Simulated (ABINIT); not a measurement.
The system is Pt.

```
CELL_PARAMETERS angstrom
0.00000 1.96090 1.96090
1.96090 0.00000 1.96090
1.96090 1.96090 0.00000
ATOMIC_POSITIONS crystal
Pt 0.00000 0.00000 0.00000
```

```yaml
Program: ABINIT 10.8.3 (patched build)
Task: single point
Functional: PBEsol
Potentials_or_basis: PseudoDojo NC SR PBEsol v0.4.1 standard
Cutoff: 1143 eV
k_mesh: 12 × 12 × 12
Occupations: fermi-dirac, width 0.05 eV
Spin: no spin polarisation
```

On this cell: pressure -1.2 GPa; band gap on the k mesh none (metal or under the smearing width).

The same run follows on a disturbed copy (cell strained at random at fixed volume):

```
CELL_PARAMETERS angstrom
-0.01330 1.93575 1.94453
1.97104 0.00303 1.92819
2.00088 1.94926 -0.02681
ATOMIC_POSITIONS crystal
Pt 0.98674 0.01995 0.00694
```

Task: What changes?

Result: The energy (extrapolated to zero smearing) moves by +2.3 meV/atom; pressure -1.1 GPa; band gap on the k mesh none (metal or under the smearing width).

Stress tensor (GPa, compression positive):
```
-2.08 -0.59  1.34
-0.59 -0.59  0.59
 1.34  0.59 -0.54
```
